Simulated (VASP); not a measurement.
# HCl (Fmmm) in VASP: a series of runs, part 2 of 2

VASP 6.6.1. Earlier steps stand in the parts before.

**5. Single point, LDA**

Contents of INCAR:

```
SYSTEM = HCl
PREC = Accurate ; ENCUT = 650
EDIFF = 1E-6 ; ISMEAR = 0
SIGMA = 0.05 ; LREAL = .FALSE.
LASPH = .TRUE. ; NELM = 100
ALGO = Normal ; ISIF = 2
LWAVE = .FALSE. ; LCHARG = .FALSE.
GGA = CA ; NBANDS = 11
ADDGRID = .FALSE.
```

Contents of KPOINTS:

```
regular mesh
0
G
  3 3 3
  0 0 0
```

Contents of POSCAR:

```
HCl
1.0
    0.0000000000      2.6750000000      2.8550000000
    2.5150000000      0.0000000000      2.8550000000
    2.5150000000      2.6750000000      0.0000000000
Cl H
1 1
Direct
    0.5000000000      0.5000000000      0.5000000000
    0.0000000000      0.0000000000      0.0000000000
```

Potentials or basis: VASP PAW LDA potentials, release 64 (Cl, H).

The run is started by

```
$ cat potpaw_LDA.64/Cl/POTCAR potpaw_LDA.64/H/POTCAR > POTCAR
$ mpirun -np 1 vasp_std > vasp.out
```

OUTCAR:

```text
SYSTEM = HCl
   PREC = Accurate
   ENCUT = 650
   EDIFF = 1E-6
   ISMEAR = 0
   LREAL = .FALSE.
   LASPH = .TRUE.
   NELM = 100
   ISIF = 2
   GGA = CA

 Found      8 irreducible k-points:

 Following reciprocal coordinates:
            Coordinates               Weight
  0.000000  0.000000  0.000000      1.000000
  0.333333 -0.000000 -0.000000      8.000000
  0.333333  0.333333  0.000000      2.000000
 -0.333333  0.333333  0.000000      4.000000
  0.333333  0.000000  0.333333      2.000000
 -0.333333  0.000000  0.333333      4.000000
   k-points           NKPTS =      8   k-points in BZ     NKDIM =      8   number of bands    NBANDS=     11
   number of dos      NEDOS =    301   number of ions     NIONS =      2
   total plane-waves  NPLWV =  36864
   dimension x,y,z NGX =    36 NGY =   32 NGZ =   32
   dimension x,y,z NGXF=    72 NGYF=   64 NGZF=   64
   ions per type =               1   1
   NGX,Y,Z   is equivalent  to a cutoff of  15.30, 13.98, 14.49 a.u.
   NGXF,Y,Z  is equivalent  to a cutoff of  30.59, 27.96, 28.98 a.u.
 SYSTEM =  HCl
   PREC   = accura    normal or accurate (medium, high low for compatibility)
   ISTART =      0    job   : 0-new  1-cont  2-samecut
   ICHARG =      2    charge: 1-file 2-atom 10-const
   ISPIN  =      1    spin polarized calculation?
   LNONCOLLINEAR =      F non collinear calculations
   LSORBIT =      F    spin-orbit coupling
   LASPH  =      T    aspherical Exc in radial PAW
   ENCUT  =  650.0 eV  47.77 Ry    6.91 a.u.   8.13  7.91  7.63*2*pi/ulx,y,z
   NELM   =    100;   NELMIN=  2; NELMDL= -5     # of ELM steps
   EDIFF  = 0.1E-05   stopping-criterion for ELM
   LREAL  =      F    real-space projection
   EDIFFG = 0.1E-04   stopping-criterion for IOM
   NSW    =      0    number of steps for IOM
   IBRION =     -1    ionic relax: 0-MD 1-quasi-New 2-CG
   NFREE  =      0    steps in history (QN), initial steepest desc. (CG)
   ISIF   =      2    stress and relaxation
   ISYM   =      2    0-nonsym 1-usesym 2-fastsym
   POTIM  = 0.5000    time-step for ionic-motion
   TEBEG  =    0.0;   TEEND  =   0.0 temperature during run
   PSTRESS=    0.0 pullay stress
   NELECT =       8.0000    total number of electrons
   NUPDOWN=      -1.0000    fix difference up-down
   EMIN   =  10.00;   EMAX   =-10.00  energy-range for DOS
   EFERMI =   0.00;   METHOD = LEGACY
   ISMEAR =     0;   SIGMA  =   0.05  broadening in eV -4-tet -1-fermi 0-gaus
   EFERMI_NEDOS =   21; number of points for ismear=-14 and -15
   IALGO  =     38    algorithm
   IMIX   =      4    mixing-type and parameters
     AMIX     =   0.40;   BMIX     =  1.00
     AMIX_MAG =   1.60;   BMIX_MAG =  1.00
  volume/ion in A,a.u.               =      19.21       129.62
  Fermi-wavevector in a.u.,A,eV,Ry     =   0.970373  1.833740 12.811579  0.941624
  Thomas-Fermi vector in A             =   2.100503
   LORBIT       =      0    0 simple, 1 ext, 2 COOP (PROOUT), +10 PAW based schemes
   GGA     = CA    functional components
   LHFCALC =     F    Hartree Fock is set to
   AEXX    =    0.0000 exact exchange contribution
   IVDW    =     0    specifies the selected vdW correction
   LEPSILON=     F    determine dielectric tensor
   LRPA    =     F    only Hartree local field effects (RPA)
 non-spin polarized calculation
 Gauss-broadening in eV      SIGMA  =   0.05
  energy-cutoff  :      650.00
  volume of cell :       38.41
 maximum number of plane-waves:      1466
 NGX is ok and might be reduce to    36
   NGX = 17   NGY = 15   NGZ = 15

 number of electron       7.9999999 magnetization

 Free energy of the ion-electron system (eV)
  ---------------------------------------------------
  ext. energy  EPLUGINS =         0.00000000
  ---------------------------------------------------
  free energy    TOTEN  =        -3.62687427 eV

  energy without entropy =       -3.62495943  energy(sigma->0) =       -3.62591685

 E-fermi :  -1.8903     XC(G=0):  -8.2851

 val. band max:       -1.9062970100   @ k =   0.0000   0.0000   0.0000
 cond. band min:      -1.8746279389   @ k =   0.0000   0.0000   0.0000
 fundamental gap:      0.0316690711
 Fermi energy:        -1.8903114204

 k-point     1 :       0.0000    0.0000    0.0000
  band No.  band energies     occupation
      1     -15.0865      2.00000
      2      -2.0763      2.00000
      3      -1.9872      1.99387
      4      -1.9063      1.34883
      5      -1.8746      0.65733
      6       9.2846      0.00000
      7      10.1413      0.00000
      8      10.6552      0.00000
      9      11.1037      0.00000
     10      12.6459      0.00000
     11      13.6778      0.00000

 k-point     2 :       0.3333   -0.0000   -0.0000
  band No.  band energies     occupation
      1     -14.7279      2.00000
      2      -4.8223      2.00000
      3      -2.1680      2.00000
      4      -2.0522      2.00000
      5       0.4549      0.00000
      6       6.5279      0.00000
      7       9.1555      0.00000
      8      10.1979      0.00000
      9      11.3040      0.00000
     10      13.4703      0.00000
     11      13.6855      0.00000

 k-point     3 :       0.3333    0.3333    0.0000
  band No.  band energies     occupation
      1     -14.7110      2.00000
      2      -3.8729      2.00000
      3      -2.5470      2.00000
      4      -2.2790      2.00000
      5      -1.3470      0.00000
      6       7.9800      0.00000
      7       8.6004      0.00000
      8      12.3600      0.00000
      9      12.8902      0.00000
     10      12.9350      0.00000
     11      15.1088      0.00000

 k-point     4 :      -0.3333    0.3333    0.0000
  band No.  band energies     occupation
      1     -14.5271      2.00000
      2      -4.6618      2.00000
      3      -3.3677      2.00000
      4      -2.2654      2.00000
      5       0.0874      0.00000
      6       7.6874      0.00000
      7       8.6234      0.00000
      8      10.7474      0.00000
      9      12.9168      0.00000
     10      14.1295      0.00000
     11      14.4947      0.00000

 k-point     5 :       0.3333    0.0000    0.3333
  band No.  band energies     occupation
      1     -14.6205      2.00000
      2      -4.1208      2.00000
      3      -2.7803      2.00000
      4      -2.2738      2.00000
      5      -1.0576      0.00000
      6       7.8486      0.00000
      7       9.0343      0.00000
      8      11.4653      0.00000
      9      12.0569      0.00000
     10      12.7216      0.00000
     11      15.2979      0.00000

 k-point     6 :      -0.3333    0.0000    0.3333
  band No.  band energies     occupation
      1     -14.4879      2.00000
      2      -4.5035      2.00000
      3      -3.4388      2.00000
      4      -2.3972      2.00000
      5      -0.1831      0.00000
      6       7.4397      0.00000
      7       9.2283      0.00000
      8      10.7517      0.00000
      9      12.6393      0.00000
     10      13.9550      0.00000
     11      14.7054      0.00000

 [... further k-points ...]

------------------------ aborting loop because EDIFF is reached ----------------------------------------

  FORCE on cell =-STRESS in cart. coord.  units (eV):
  Direction    XX          YY          ZZ          XY          YZ          ZX
  --------------------------------------------------------------------------------------
  -------------------------------------------------------------------------------------
  Total       -3.7349047     -2.2802935     -1.4726860      0.0000000      0.0000000      0.0000000
  in kB     -155.7730140    -95.1050194    -61.4218428      0.0000000      0.0000000      0.0000000
  external PRESSURE =    -104.0999587 kB  Pullay stress =       0.0000000 kB

 VOLUME and BASIS-vectors are now :
 -----------------------------------------------------------------------------
  energy-cutoff  :      650.00
  volume of cell :       38.41
      direct lattice vectors                 reciprocal lattice vectors
     0.000000000  2.675000000  2.855000000    -0.198807157  0.186915888  0.175131349
     2.515000000  0.000000000  2.855000000     0.198807157 -0.186915888  0.175131349
     2.515000000  2.675000000  0.000000000     0.198807157  0.186915888 -0.175131349

 POSITION                                       TOTAL-FORCE (eV/Angst)
 -----------------------------------------------------------------------------------
      2.51500      2.67500      2.85500         0.000000      0.000000      0.000000
      0.00000      0.00000      0.00000        -0.000000     -0.000000      0.000000
 -----------------------------------------------------------------------------------
    total drift:                                0.000000      0.000000      0.000000

  FREE ENERGIE OF THE ION-ELECTRON SYSTEM (eV)
  ---------------------------------------------------
  free  energy   TOTEN  =        -3.6268742656 eV

  energy  without entropy=       -3.6249594311  energy(sigma->0) =       -3.62591685
```

OSZICAR:

```text
N       E                     dE             d eps       ncg     rms          rms(c)
DAV:   1     0.302957295466E+02    0.30296E+02   -0.34070E+03   176   0.666E+02
DAV:   2    -0.216335365224E+01   -0.32459E+02   -0.30561E+02   211   0.108E+02
DAV:   3    -0.405063159284E+01   -0.18873E+01   -0.18855E+01   223   0.292E+01
DAV:   4    -0.406378408205E+01   -0.13152E-01   -0.13150E-01   197   0.278E+00
DAV:   5    -0.406394198725E+01   -0.15791E-03   -0.15790E-03   249   0.308E-01    0.344E+00
DAV:   6    -0.364990634346E+01    0.41404E+00   -0.19398E+00   201   0.323E+00    0.168E+00
DAV:   7    -0.363257128678E+01    0.17335E-01   -0.34400E-02   185   0.945E-01    0.931E-01
DAV:   8    -0.362698894191E+01    0.55823E-02   -0.20784E-02   176   0.696E-01    0.326E-01
DAV:   9    -0.362689721674E+01    0.91725E-04   -0.45883E-04   215   0.114E-01    0.252E-01
DAV:  10    -0.362687445074E+01    0.22766E-04   -0.13496E-04   185   0.451E-02    0.912E-03
DAV:  11    -0.362687426558E+01    0.18516E-06   -0.34792E-06   210   0.114E-02
   1 F= -.36268743E+01 E0= -.36259168E+01  d E =-.191483E-02
```

It used 2.9 s of CPU time on 1 thread of Intel(R) Xeon(R) Platinum 8559C (Emerald Rapids), with other jobs on the host, which was overloaded at the time.

The run converged, but some of its settings lie outside the range that counts as converged, so its numbers aren't taken as properties of the crystal.

Results:

```yaml
Free_energy: -3.6269 eV
Pressure: -10.4 GPa
Band_gap_on_the_k_mesh: 0.03 eV, direct
```

Caveat: the k mesh is coarse (spacing up to 0.68 Å⁻¹), so the values aren't converged.

**6. Single point, LDA**

Changes to INCAR since step 5:

```diff
@@ -1,3 +1,3 @@
 SYSTEM = HCl
-PREC = Accurate ; ENCUT = 650
+PREC = Accurate ; ENCUT = 280
 EDIFF = 1E-6 ; ISMEAR = 0
```

Contents of KPOINTS:

```
regular mesh
0
G
  6 6 6
  0 0 0
```

POSCAR is that of step 5.

Potentials or basis: VASP PAW LDA potentials, release 64 (Cl, H).

The run is started by

```
$ cat potpaw_LDA.64/Cl/POTCAR potpaw_LDA.64/H/POTCAR > POTCAR
$ mpirun -np 1 vasp_std > vasp.out
```

OUTCAR:

```text
SYSTEM = HCl
   PREC = Accurate
   ENCUT = 280
   EDIFF = 1E-6
   ISMEAR = 0
   LREAL = .FALSE.
   LASPH = .TRUE.
   NELM = 100
   ISIF = 2
   GGA = CA

 Found     46 irreducible k-points:

 Following reciprocal coordinates:
            Coordinates               Weight
  0.000000  0.000000  0.000000      1.000000
  0.166667 -0.000000 -0.000000      8.000000
  0.333333 -0.000000 -0.000000      8.000000
  0.500000 -0.000000 -0.000000      4.000000
  0.166667  0.166667  0.000000      2.000000
  0.333333  0.166667  0.000000      8.000000
   k-points           NKPTS =     46   k-points in BZ     NKDIM =     46   number of bands    NBANDS=     11
   number of dos      NEDOS =    301   number of ions     NIONS =      2
   total plane-waves  NPLWV =  11520
   dimension x,y,z NGX =    24 NGY =   24 NGZ =   20
   dimension x,y,z NGXF=    48 NGYF=   48 NGZF=   40
   ions per type =               1   1
   NGX,Y,Z   is equivalent  to a cutoff of  10.20, 10.49,  9.06 a.u.
   NGXF,Y,Z  is equivalent  to a cutoff of  20.40, 20.97, 18.11 a.u.
 SYSTEM =  HCl
   PREC   = accura    normal or accurate (medium, high low for compatibility)
   ISTART =      0    job   : 0-new  1-cont  2-samecut
   ICHARG =      2    charge: 1-file 2-atom 10-const
   ISPIN  =      1    spin polarized calculation?
   LNONCOLLINEAR =      F non collinear calculations
   LSORBIT =      F    spin-orbit coupling
   LASPH  =      T    aspherical Exc in radial PAW
   ENCUT  =  280.0 eV  20.58 Ry    4.54 a.u.   5.34  5.19  5.01*2*pi/ulx,y,z
   NELM   =    100;   NELMIN=  2; NELMDL= -5     # of ELM steps
   EDIFF  = 0.1E-05   stopping-criterion for ELM
   LREAL  =      F    real-space projection
   EDIFFG = 0.1E-04   stopping-criterion for IOM
   NSW    =      0    number of steps for IOM
   IBRION =     -1    ionic relax: 0-MD 1-quasi-New 2-CG
   NFREE  =      0    steps in history (QN), initial steepest desc. (CG)
   ISIF   =      2    stress and relaxation
   ISYM   =      2    0-nonsym 1-usesym 2-fastsym
   POTIM  = 0.5000    time-step for ionic-motion
   TEBEG  =    0.0;   TEEND  =   0.0 temperature during run
   PSTRESS=    0.0 pullay stress
   NELECT =       8.0000    total number of electrons
   NUPDOWN=      -1.0000    fix difference up-down
   EMIN   =  10.00;   EMAX   =-10.00  energy-range for DOS
   EFERMI =   0.00;   METHOD = LEGACY
   ISMEAR =     0;   SIGMA  =   0.05  broadening in eV -4-tet -1-fermi 0-gaus
   EFERMI_NEDOS =   21; number of points for ismear=-14 and -15
   IALGO  =     38    algorithm
   IMIX   =      4    mixing-type and parameters
     AMIX     =   0.40;   BMIX     =  1.00
     AMIX_MAG =   1.60;   BMIX_MAG =  1.00
  volume/ion in A,a.u.               =      19.21       129.62
  Fermi-wavevector in a.u.,A,eV,Ry     =   0.970373  1.833740 12.811579  0.941624
  Thomas-Fermi vector in A             =   2.100503
   LORBIT       =      0    0 simple, 1 ext, 2 COOP (PROOUT), +10 PAW based schemes
   GGA     = CA    functional components
   LHFCALC =     F    Hartree Fock is set to
   AEXX    =    0.0000 exact exchange contribution
   IVDW    =     0    specifies the selected vdW correction
   LEPSILON=     F    determine dielectric tensor
   LRPA    =     F    only Hartree local field effects (RPA)
 non-spin polarized calculation
 Gauss-broadening in eV      SIGMA  =   0.05
  energy-cutoff  :      280.00
  volume of cell :       38.41
 maximum number of plane-waves:       422
 NGX is ok and might be reduce to    24
   NGX = 11   NGY = 11   NGZ =  9

 number of electron       8.0000003 magnetization

 Free energy of the ion-electron system (eV)
  ---------------------------------------------------
  ext. energy  EPLUGINS =         0.00000000
  ---------------------------------------------------
  free energy    TOTEN  =        -3.76815702 eV

  energy without entropy =       -3.76712222  energy(sigma->0) =       -3.76763962

 E-fermi :  -1.9626     XC(G=0):  -8.2957

 val. band max:       -2.0079599054   @ k =   0.1667  -0.0000  -0.0000
 cond. band min:      -1.9503073602   @ k =   0.0000   0.0000   0.0000
 fundamental gap:      0.0576525451
 Fermi energy:        -1.9626185703

 k-point     1 :       0.0000    0.0000    0.0000
  band No.  band energies     occupation
      1     -15.1322      2.00000
      2      -2.1225      1.99999
      3      -1.9503      0.72768
      4      -1.9463      0.64361
      5      -1.8985      0.06959
      6       9.3165      0.00000
      7      10.1643      0.00000
      8      10.6852      0.00000
      9      11.1296      0.00000
     10      12.6878      0.00000
     11      13.6795      0.00000

 k-point     2 :       0.1667   -0.0000   -0.0000
  band No.  band energies     occupation
      1     -15.0192      2.00000
      2      -3.5657      2.00000
      3      -2.0540      1.99022
      4      -2.0080      1.80031
      5      -0.5385      0.00000
      6       8.3155      0.00000
      7      10.0405      0.00000
      8      10.4125      0.00000
      9      11.1541      0.00000
     10      12.0124      0.00000
     11      12.6673      0.00000

 k-point     3 :       0.3333   -0.0000   -0.0000
  band No.  band energies     occupation
      1     -14.7764      2.00000
      2      -4.8321      2.00000
      3      -2.1952      2.00000
      4      -2.0941      1.99980
      5       0.4732      0.00000
      6       6.5295      0.00000
      7       9.1723      0.00000
      8      10.2096      0.00000
      9      11.3118      0.00000
     10      13.5063      0.00000
     11      13.7120      0.00000

 k-point     4 :       0.5000   -0.0000   -0.0000
  band No.  band energies     occupation
      1     -14.6450      2.00000
      2      -5.3294      2.00000
      3      -2.2806      2.00000
      4      -2.1165      1.99999
      5       0.8613      0.00000
      6       5.8036      0.00000
      7       8.7399      0.00000
      8       9.7020      0.00000
      9      12.4066      0.00000
     10      14.8898      0.00000
     11      15.7768      0.00000

 k-point     5 :       0.1667    0.1667    0.0000
  band No.  band energies     occupation
      1     -15.0118      2.00000
      2      -3.2002      2.00000
      3      -2.2867      2.00000
      4      -2.0743      1.99841
      5      -0.9007      0.00000
      6       8.2091      0.00000
      7       9.1763      0.00000
      8      11.3126      0.00000
      9      11.4186      0.00000
     10      12.2860      0.00000
     11      14.4822      0.00000

 k-point     6 :       0.3333    0.1667    0.0000
  band No.  band energies     occupation
      1     -14.8298      2.00000
      2      -4.1444      2.00000
      3      -2.4402      2.00000
      4      -2.2374      2.00000
      5      -0.3372      0.00000
      6       7.4843      0.00000
      7       8.8200      0.00000
      8      11.0913      0.00000
      9      11.9264      0.00000
     10      12.8918      0.00000
     11      14.3351      0.00000

 [... further k-points ...]

------------------------ aborting loop because EDIFF is reached ----------------------------------------

  FORCE on cell =-STRESS in cart. coord.  units (eV):
  Direction    XX          YY          ZZ          XY          YZ          ZX
  --------------------------------------------------------------------------------------
  -------------------------------------------------------------------------------------
  Total       -4.3418229     -2.9303853     -2.0141728     -0.0000000      0.0000000      0.0000000
  in kB     -181.0859715   -122.2186354    -84.0058287     -0.0000000      0.0000000      0.0000000
  external PRESSURE =    -129.1034785 kB  Pullay stress =       0.0000000 kB

 VOLUME and BASIS-vectors are now :
 -----------------------------------------------------------------------------
  energy-cutoff  :      280.00
  volume of cell :       38.41
      direct lattice vectors                 reciprocal lattice vectors
     0.000000000  2.675000000  2.855000000    -0.198807157  0.186915888  0.175131349
     2.515000000  0.000000000  2.855000000     0.198807157 -0.186915888  0.175131349
     2.515000000  2.675000000  0.000000000     0.198807157  0.186915888 -0.175131349

 POSITION                                       TOTAL-FORCE (eV/Angst)
 -----------------------------------------------------------------------------------
      2.51500      2.67500      2.85500         0.000000     -0.000000     -0.000000
      0.00000      0.00000      0.00000         0.000000      0.000000      0.000000
 -----------------------------------------------------------------------------------
    total drift:                               -0.000000     -0.000000      0.000000

  FREE ENERGIE OF THE ION-ELECTRON SYSTEM (eV)
  ---------------------------------------------------
  free  energy   TOTEN  =        -3.7681570198 eV

  energy  without entropy=       -3.7671222161  energy(sigma->0) =       -3.76763962
```

stdout:

```text
POSCAR found type information on POSCAR ClH
 POSCAR found :  2 types and       2 ions
 scaLAPACK will be used
 LDA part: xc-table for (Slater(with rela. corr.)+CA(PZ))
 , standard interpolation
 POSCAR, INCAR and KPOINTS ok, starting setup
 FFT: planning ... GRIDC
 FFT: planning ... GRID_SOFT
 FFT: planning ... GRID
 WAVECAR not read
 entering main loop
```

It used 4.3 s of CPU time on 1 thread of Intel(R) Xeon(R) Platinum 8559C (Emerald Rapids), on a shared host, which was overloaded at the time.

The run converged, but some of its settings lie outside the range that counts as converged, so its numbers aren't taken as properties of the crystal.

What came out:

```yaml
Free_energy: -3.7682 eV
Band_gap_on_the_k_mesh: none (metal or under the smearing width)
```

Caveat: the cutoff is under 1.25 times the usual one of these potentials, so pressure, stress and relaxed cells hold a basis-set (Pulay) error.
